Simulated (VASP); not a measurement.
Set up this calculation in VASP 6.6.1, as the native input.

```
Task                   : relaxation of the atoms
Functional             : PBEsol
Potentials or basis    : VASP PAW PBE potentials, release 64 (Ba_sv, F)
Cutoff                 : 600 eV
k mesh                 : 8 × 8 × 8
Occupations            : gaussian, width 0.03 eV
Spin                   : no spin polarisation
Further INCAR settings : ALGO = Normal; EDIFF = 1e-07; IBRION = 2; EDIFFG = -0.01; NSW = 40
```

The structure of BaF2 (Frankdicksonite) lies in POSCAR:

```
BaF2                                    
1.0
    0.0000000000      3.0464805992      3.0464805992
    3.0464805992     -0.0000000000      3.0464805992
    3.0464805992      3.0464805992      0.0000000000
  Ba              F             
     1     2
Direct
     0.0000000000000000    0.0000000000000000    0.0000000000000000
     0.2500000000000000    0.2500000000000000    0.2500000000000000
     0.7500000000000000    0.7500000000000000    0.7500000000000000
```

The cell isn't the ideal one: a relaxed cell with its volume scaled by 0.96.

These files were run (other wordings do the same):

INCAR

```
SYSTEM = BaF2
PREC = Accurate ; ENCUT = 600
EDIFF = 1E-7 ; ISMEAR = 0
SIGMA = 0.03 ; LREAL = .FALSE.
LASPH = .TRUE. ; NELM = 80
ALGO = Normal ; ISIF = 2
LWAVE = .FALSE. ; LCHARG = .FALSE.
GGA = PS ; IBRION = 2
NSW = 40 ; EDIFFG = -0.01
```

KPOINTS

```
regular mesh
0
G
  8 8 8
  0 0 0
```

Potentials or basis: VASP PAW PBE potentials, release 64 (Ba_sv, F).

The run is started by

```bash
$ cat potpaw_PBE.64/Ba_sv/POTCAR potpaw_PBE.64/F/POTCAR > POTCAR
$ mpirun -np 1 vasp_std > vasp.out
```

It gave:

| Property | Result |
| --- | --- |
| Pressure after relaxing | 2.8 GPa |
| Band gap on the k mesh | 6.84 eV, indirect (least direct gap 6.95 eV) |

Caveat: the relaxation stopped at its first step, so nothing moved; the PAW data sets were made with another functional, which shifts forces and pressure a little; spin-orbit coupling is left out, which moves the levels of the heavy elements.

It took 42 s on 1 thread of Intel(R) Xeon(R) Platinum 8488C (Sapphire Rapids) (shared host), peak memory 0.21 GiB.
